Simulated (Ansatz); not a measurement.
Input and command of a plane-wave DFT calculation in Ansatz:

```yaml
crystal:
  lattice:
    - [4.3858255181, 0.0, 0.0]
    - [0.0, 4.3858255181, 0.0]
    - [0.0, 0.0, 4.3858255181]
  atoms:
    - { symbol: Co, position: [0.1495938778, 0.1495938778, 0.1495938778] }
    - { symbol: Co, position: [0.3504061222, 0.8504061222, 0.6495938778] }
    - { symbol: Co, position: [0.6495938778, 0.3504061222, 0.8504061222] }
    - { symbol: Co, position: [0.8504061222, 0.6495938778, 0.3504061222] }
    - { symbol: Si, position: [0.8436223743, 0.8436223743, 0.8436223743] }
    - { symbol: Si, position: [0.6563776257, 0.1563776257, 0.3436223743] }
    - { symbol: Si, position: [0.3436223743, 0.6563776257, 0.1563776257] }
    - { symbol: Si, position: [0.1563776257, 0.3436223743, 0.6563776257] }
basis:
  ecutwfc: 420
kpoints:
  mp_grid: { grid: [10, 10, 10] }
hamiltonian:
  xc: pbesol
scf:
  occupations: { method: gaussian, width: 0.15 }
output:
  forces: true
  stress: true
  eigenvalues: true
```

```bash
ansatz run input.yaml --threads 2 --pin off --max-ram 5120MiB --backend cpu --events-out ev --progress --plain --runs-dir out
```

Processor: Arm Neoverse V2, 2 threads, on a host shared with other jobs.

**Question.** Estimate time, memory and problem size.

**Answer.** About 16 s on 2 threads of Arm Neoverse V2 (shared host), peak memory 0.48 GiB. It solves 51 bands at 76 k points (the mesh reduced by symmetry) with about 1647 plane waves, in 7 SCF iterations.
